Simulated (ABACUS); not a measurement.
Crystal: Na2S.

```
S Na
1.0
     0.00000    3.27350    3.27350
     3.27350    0.00000    3.27350
     3.27350    3.27350    0.00000
S Na
1 2
Direct
  0.00000 0.00000 0.00000
  0.75000 0.75000 0.75000
  0.25000 0.25000 0.25000
```

```yaml
Program: ABACUS 3.10.1
Task: relaxation of cell and atoms
Functional: LDA
Potentials_or_basis: PseudoDojo NC SR 0.4.1 LDA stringent
Cutoff: 1211 eV
Density_cutoff: 4844 eV
Basis: plane waves
k_mesh: 6 × 6 × 6
Occupations: fermi-dirac, width 0.05 eV
Spin: no spin polarisation
```

At the start: pressure -2.1 GPa; volume 23.39 Å³/atom.

Question: How do energy, volume and symmetry change on relaxing?

Answer: Over 3 steps the energy falls by 12.0 meV/atom and the volume is 21.69 Å³/atom (-7.3 %); space group Fm-3m (No. 225, to 0.05 Å).

Step by step:
| step | energy change (eV) | largest force (eV/Å) | pressure (GPa) | volume (Å³) |
| --- | --- | --- | --- | --- |
| 1 | 0.0000 | 0.0000 | -2.14 | 70.16 |
| 2 | -0.0309 | 0.0000 | -0.88 | 66.92 |
| 3 | -0.0359 | 0.0000 | 0.01 | 65.06 |

Final structure:
```
CELL_PARAMETERS angstrom
0.00000 3.19216 3.19216
3.19216 0.00000 3.19216
3.19216 3.19216 0.00000
ATOMIC_POSITIONS crystal
S 0.00000 0.00000 0.00000
Na 0.75000 0.75000 0.75000
Na 0.25000 0.25000 0.25000
```
